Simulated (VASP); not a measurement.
Wanted: the native input for a VASP 6.6.1 run.

- Task: single point
- Functional: PBEsol
- Potentials or basis: VASP PAW PBE potentials, release 64 (Sr_sv, Cl)
- Cutoff: 520 eV
- k mesh: 4 × 4 × 4
- Occupations: gaussian, width 0.01 eV
- Spin: no spin polarisation
- Dipole correction: no
- Further INCAR settings: ALGO = Fast; EDIFF = 1e-07; NBANDS = 19

The structure of SrCl2 lies in POSCAR:

```
SrCl2
1.0
    0.0000000000      3.4977180859      3.4977180859
    3.4977180859      0.0000000000      3.4977180859
    3.4977180859      3.4977180859      0.0000000000
Sr Cl
1 2
Direct
    0.0000000000      0.0000000000      0.0000000000
    0.2500000000      0.2500000000      0.2500000000
    0.7500000000      0.7500000000      0.7500000000
```

The cell was built by a generator and needn't be a form met in nature.

The input as run:

INCAR

```
  PREC = Accurate
  ENCUT = 520
  EDIFF = 1E-7
  ISMEAR = 0
  SIGMA = 0.01
  LREAL = False
  LASPH = True
  NELM = 100
  ALGO = Fast
  ISIF = 2
  LWAVE = False
  LCHARG = False
  GGA = PS
  NBANDS = 19
```

KPOINTS

```
regular mesh
0
Gamma
  4 4 4
```

Potentials or basis: VASP PAW PBE potentials, release 64 (Sr_sv, Cl).

Launch:

```bash
$ cat potpaw_PBE.64/Sr_sv/POTCAR potpaw_PBE.64/Cl/POTCAR > POTCAR
$ mpirun -np 1 vasp_std > vasp.out
```

Results of the run:

- Pressure: -1.2 GPa
- Band gap on the k mesh: 5.10 eV, indirect (least direct gap 5.37 eV)

Caveat: the PAW data sets were made with another functional, which shifts forces and pressure a little.

Wall time 22 s on 1 thread of Intel(R) Xeon(R) Platinum 8488C (Sapphire Rapids), on a shared host, peak memory 0.23 GiB.
